# Boron phosphide: the levels at the centre of the zone

## The question

An electron in a crystal has a set of allowed energies for each wave vector k. In the table, point a and point b give k as fractions of two reciprocal cell vectors, and the third fraction is zero. Level under 1 is the highest filled level at that point, level under 4 the lowest of the four shown, and levels over 1 and over 2 are the first two empty ones. What are these six energies at Γ, the point (0, 0), where the wave has the same phase in every cell?

Energy levels of boron phosphide (BP, space group F-43m) from exciting sodium with PBEsol, all-electron LAPW+lo, rgkmax 7, a 10×10×10 k mesh and Methfessel-Paxton smearing of 0.05 eV, without spin polarisation or spin-orbit coupling. Energies are counted from the top of the filled levels, and the third fraction of k is 0 throughout.

```
point a (reciprocal cell vector)  point b (reciprocal cell vector)  level under 4 (eV)  level under 3 (eV)  level under 2 (eV)  level under 1 (eV)  level over 1 (eV)  level over 2 (eV)
                          0.0000                            0.0000                   ?                   ?                   ?                   ?                  ?                  ?
                          0.2000                            0.0000             -14.767              -3.661              -0.857              -0.857              3.982              4.491
                          0.3000                            0.0000             -13.907              -6.030              -1.346              -1.346              3.885              4.808
                          0.1000                            0.1000             -15.242              -0.851              -0.851              -0.786              2.917              4.479
                          0.2000                            0.2000             -14.527              -2.603              -2.170              -2.170              2.101              6.009
                          0.3000                            0.3000             -13.363              -4.825              -3.238              -3.238              1.435              3.777
                          0.5000                            0.5000             -10.612              -8.589              -4.135              -4.135              1.233              1.523
```

The points with point b = 0 lie on the line from Γ to L, the others on the line from Γ to X, which is (0.5, 0.5). The columns are sorted by energy, so a column can change from one band to another. At (0.1, 0.1) two filled levels of equal energy lie just under a single one; at (0.2, 0.2) the pair lies above it.

## The lowest level: almost a free electron

The lowest band starts from a state made mainly of s orbitals in step with each other. Its energy is the same for k and −k and it has no partner at Γ, so close to Γ it must follow E = E₀ + ck², with one c for all directions because the crystal is cubic. A free electron in empty space obeys the same law, which makes it a fair analogy. The constants E₀ and c were fitted to the five known points other than X, and c corresponds to a mass of 1.25 free-electron masses.

The step back from (0.1, 0.1) to Γ can be done by hand. Eight atoms of 11.68 Å³ each fill a cube of edge 4.54 Å, and k at this point is 0.2 × 2π/4.54 Å, so k² is about 0.077 Å⁻². With c = 3.05 eV Å² the level falls by 0.23 eV, from −15.24 to −15.47 eV. This point took part in the fit; Γ did not.

**Forecast:** level under 4 is −15.47 eV, within 0.05 eV.

## The other filled levels: symmetry decides

The next three levels come mainly from p orbitals. At Γ the tetrahedral crystal treats the x, y and z directions alike, so without spin-orbit coupling the three p-like states must have one energy. Away from Γ, k singles out a direction, and on the two lines of the table the three split into a single level and a pair. BP is known to have its highest filled state at Γ, and the table counts energies from that state.

**Forecast:** levels under 3, 2 and 1 are all 0.00 eV, within 0.01 eV.

A parabola would do badly here. Drawn through the two nearest points on the way to X, it puts the single level at −0.18 eV and the pair at −0.41 eV at Γ, although symmetry demands that they meet.

## The empty levels: a bound from the gap

The vertical gap is the distance from the highest filled to the lowest empty level at the same k. Over its whole mesh, the same calculation finds a smallest vertical gap of 3.365 eV. With the filled top at zero, the first empty level at Γ can't lie lower than that. Every known point has a larger vertical gap, and the smallest of these, 3.70 eV, is right next to Γ, so Γ is the likely place of the minimum.

By this bound, the lowest empty level falls at once from Γ to (0.1, 0.1). That suggests a p-like triplet at Γ, of which one member drops towards X. In GaAs the lowest empty state at Γ is instead a single s-like one, which rises at first because the filled p-like states push it up. Such an order here would break the forecast for level over 2.

**Forecast:** level over 1 is 3.37 eV, in the range 3.36 to 3.50 eV; level over 2 is equal to it, with the same range.

## The computed values

The withheld rows as computed:

```
point a (reciprocal cell vector)  point b (reciprocal cell vector)  level under 4 (eV)  level under 3 (eV)  level under 2 (eV)  level under 1 (eV)  level over 1 (eV)  level over 2 (eV)
                          0.0000                            0.0000             -15.483               0.000               0.000               0.000              3.365              3.365
```

All six forecasts hold, but they don't carry equal weight. The lowest level, at −15.48 eV, is a real extrapolation that missed by about 0.01 eV. The three zeros confirm that the filled top is threefold and lies at Γ; the value zero itself is a convention. For the empty levels the energy came from the same calculation, so the hit confirms only its place and that two levels share it.

The free-electron picture has a clear limit. At X, which was kept out of the fit, the parabola lies 0.98 eV above the computed lowest level. There the lattice reflects the wave and mixes it with its mirror image, which pushes one state down and the other up. The table fits this picture: levels under 4 and under 3 at X have their midpoint at −9.60 eV, close to the parabola's −9.63 eV. In diamond, where the two atoms of the cell are alike, these two levels coincide at X, so the splitting in BP comes from the difference between B and P. The printed output below gives the fits and each miss.

## What remains open

The smallest gap of the mesh, 1.139 eV, joins states at different k, so in a perfect crystal light near that energy needs help from lattice vibrations to be absorbed. PBEsol makes such gaps too small. The lowest empty level at X still lies 0.09 eV above the mesh minimum, which in BP is known to sit between Γ and X. The one mesh point on that line missing from the table is (0.4, 0.4), so the minimum found should be there. The true bottom may lie slightly to one side of it, which closer points would show.

Output of the analysis:

```
fit of level_under_4 on 5 rows (k2 < 1): constant -15.47 +/- 0.009, coefficient of k2 3.047 +/- 0.021; rms 0.00798, worst 0.3 0.0131, leave-one-out rms 0.013
  rows outside the fit (model, value, miss): 0.0 -15.47, -15.48, 0.0119; 0.5 -9.629, -10.61, 0.983
fit of level_under_4 on 5 rows (k2 < 1): constant -13.06 +/- 0.066, coefficient of star -2.57 +/- 0.12; rms 0.0511, worst 0.2 0.0849, leave-one-out rms 0.089
  rows outside the fit (model, value, miss): 0.0 -15.63, -15.48, -0.143; 0.5 -12.2, -10.61, -1.59
Error bar of the forecast for level under 4 at Gamma, eV: 0.05
Mass of the lowest band in free-electron masses: 1.25
Single filled level at Gamma from a parabola through two Gamma-X points, eV: -0.1803
Filled pair at Gamma from a parabola through two Gamma-X points, eV: -0.4113
Lowest empty level at Gamma from a parabola through two Gamma-X points, eV: 3.189
Smallest vertical gap in the known rows, eV: 3.703
Pair above single filled level at (0.2,0) on Gamma-L, eV: 2.804
Pair above single filled level at (0.1,0.1) on Gamma-X, eV: -0.065
Pair above single filled level at (0.2,0.2) on Gamma-X, eV: 0.433
Lowest empty level at X above the mesh conduction minimum, eV: 0.094
Forecast for levels under 3, 2 and 1 at Gamma, eV, error bar 0.01: 0
Computed level under 3 at Gamma less forecast, eV: 0
Computed level under 2 at Gamma less forecast, eV: 0
Computed level under 1 at Gamma less forecast, eV: 0
Forecast for levels over 1 and over 2 at Gamma, eV, range 3.36 to 3.50: 3.365
Computed level over 1 at Gamma less forecast, eV: 0
Computed level over 2 at Gamma less forecast, eV: 0
```
